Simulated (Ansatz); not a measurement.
Geometry optimisation in Ansatz: input, command and trajectory.

```yaml
crystal:
  lattice:
    - [5.3688322461, 0.0, 0.0]
    - [-2.684416123, 4.5355856747, 0.0]
    - [0.0, 0.0, 2.9071921622]
  atoms:
    - { symbol: Ta, position: [0.0, 0.0, 0.0] }
    - { symbol: Ta, position: [0.3333333333, 0.6666666667, 0.5] }
    - { symbol: Ta, position: [0.6666666667, 0.3333333333, 0.5] }
    - { symbol: "N", position: [0.5, 0.0, 0.0] }
    - { symbol: "N", position: [0.5, 0.5, 0.0] }
    - { symbol: "N", position: [0.0, 0.5, 0.0] }
basis:
  ecutwfc: 420
kpoints:
  mp_grid: { grid: [12, 12, 12] }
hamiltonian:
  xc: pbe
scf:
  occupations: { method: gaussian, width: 0.1 }
output:
  forces: true
  stress: true
  eigenvalues: true
relax:
  adjacent_minimum: "off"
  f_tol: 0.008
  max_steps: 40
  cell: { stress_tol: 0.015, fix: [a, angles] }
```

```bash
ansatz run input.yaml --threads 1 --pin off --max-ram 2560MiB --backend cpu --events-out ev --progress --plain --runs-dir out
```

The calculation used DFT PBE, scalar-relativistic, plane waves, PAW (Ansatz).

Of 8 frames 7 are shown, positions in Å and forces in eV/Å; the SCF threshold varies from step to step. Steps run on the plane waves of an earlier cell, with a Pulay correction in the pressure. The basis is chosen afresh for the last frame, the zero of the energies, and at times for earlier ones too; energy and pressure step there, also at an unchanged geometry.

```xyz
6
Lattice="5.3688 0.0000 0.0000 -2.6844 4.5356 0.0000 0.0000 0.0000 2.9072" Properties=species:S:1:pos:R:3:forces:R:3 pbc="T T T" step=1 free_energy_over_end_meV_per_atom=0.69 pressure_GPa=-1.80
Ta    0.0000    0.0000    0.0000    0.0000    0.0000    0.0000
Ta    0.0000    3.0237    1.4536    0.0000   -0.3045    0.0000
Ta    2.6844    1.5119    1.4536    0.0000    0.3045    0.0000
N     2.6844    0.0000    0.0000    0.0000    0.0000    0.0000
N     1.3422    2.2678    0.0000    0.0000    0.0000    0.0000
N    -1.3422    2.2678    0.0000    0.0000    0.0000    0.0000
6
Lattice="5.3688 0.0126 0.0000 -2.6737 4.4933 0.0000 0.0000 0.0000 2.9213" Properties=species:S:1:pos:R:3:forces:R:3 pbc="T T T" step=2 free_energy_over_end_meV_per_atom=0.30 pressure_GPa=-1.59
Ta    0.0000    0.0000    0.0000    0.0000    0.0000    0.0000
Ta    0.0046    2.9844    1.4607    0.0228    0.1220    0.0000
Ta    2.6905    1.5216    1.4607   -0.0228   -0.1220    0.0000
N     2.6844    0.0063    0.0000    0.0000    0.0000    0.0000
N     1.3475    2.2530    0.0000    0.0000    0.0000    0.0000
N    -1.3369    2.2467    0.0000    0.0000    0.0000    0.0000
6
Lattice="5.3688 0.0060 0.0000 -2.6794 4.5157 0.0000 0.0000 0.0000 2.9141" Properties=species:S:1:pos:R:3:forces:R:3 pbc="T T T" step=3 free_energy_over_end_meV_per_atom=-0.04 pressure_GPa=-1.75
Ta    0.0000    0.0000    0.0000    0.0000    0.0000    0.0000
Ta    0.0024    3.0023    1.4570    0.0029   -0.0093    0.0000
Ta    2.6870    1.5193    1.4570   -0.0029    0.0093    0.0000
N     2.6844    0.0030    0.0000    0.0000    0.0000    0.0000
N     1.3447    2.2608    0.0000    0.0000    0.0000    0.0000
N    -1.3397    2.2578    0.0000    0.0000    0.0000    0.0000
6
Lattice="5.3688 0.0056 0.0000 -2.6797 4.5169 0.0000 0.0000 0.0000 2.9139" Properties=species:S:1:pos:R:3:forces:R:3 pbc="T T T" step=4 free_energy_over_end_meV_per_atom=-0.03 pressure_GPa=-1.79
Ta    0.0000    0.0000    0.0000    0.0000    0.0000    0.0000
Ta    0.0023    3.0028    1.4569   -0.0001   -0.0001    0.0000
Ta    2.6868    1.5196    1.4569    0.0001    0.0001    0.0000
N     2.6844    0.0028    0.0000    0.0000    0.0000    0.0000
N     1.3446    2.2612    0.0000    0.0000    0.0000    0.0000
N    -1.3398    2.2584    0.0000    0.0000    0.0000    0.0000
6
Lattice="5.3688 0.0056 0.0000 -2.6797 4.5168 0.0000 0.0000 0.0000 2.9138" Properties=species:S:1:pos:R:3:forces:R:3 pbc="T T T" step=5 free_energy_over_end_meV_per_atom=-0.04 pressure_GPa=-1.78
Ta    0.0000    0.0000    0.0000    0.0000    0.0000    0.0000
Ta    0.0024    3.0028    1.4569    0.0000   -0.0001    0.0000
Ta    2.6868    1.5196    1.4569    0.0000    0.0001    0.0000
N     2.6844    0.0028    0.0000    0.0000    0.0000    0.0000
N     1.3446    2.2612    0.0000    0.0000    0.0000    0.0000
N    -1.3398    2.2584    0.0000    0.0000    0.0000    0.0000
6
Lattice="5.3688 0.0056 0.0000 -2.6797 4.5168 0.0000 0.0000 0.0000 2.9138" Properties=species:S:1:pos:R:3:forces:R:3 pbc="T T T" step=6 free_energy_over_end_meV_per_atom=0.00 pressure_GPa=-1.78
Ta    0.0000    0.0000    0.0000    0.0000    0.0000    0.0000
Ta    0.0024    3.0028    1.4569    0.0000   -0.0001    0.0000
Ta    2.6868    1.5196    1.4569    0.0000    0.0001    0.0000
N     2.6844    0.0028    0.0000    0.0000    0.0000    0.0000
N     1.3446    2.2612    0.0000    0.0000    0.0000    0.0000
N    -1.3398    2.2584    0.0000    0.0000    0.0000    0.0000
6
Lattice="5.3688 0.0057 0.0000 -2.6796 4.5165 0.0000 0.0000 0.0000 2.9139" Properties=species:S:1:pos:R:3:forces:R:3 pbc="T T T" step=8 free_energy_over_end_meV_per_atom=0.00 pressure_GPa=-1.77
Ta    0.0000    0.0000    0.0000    0.0000    0.0000    0.0000
Ta    0.0024    3.0026    1.4569    0.0000    0.0000    0.0000
Ta    2.6869    1.5196    1.4569    0.0000    0.0000    0.0000
N     2.6844    0.0029    0.0000    0.0000    0.0000    0.0000
N     1.3446    2.2611    0.0000    0.0000    0.0000    0.0000
N    -1.3398    2.2582    0.0000    0.0000    0.0000    0.0000
```

Time: 8.4 min on 1 thread of Arm Neoverse V1, on a shared host, peak memory 1 GiB.

Spin–orbit coupling is left out, which can shift energies with elements as heavy as these.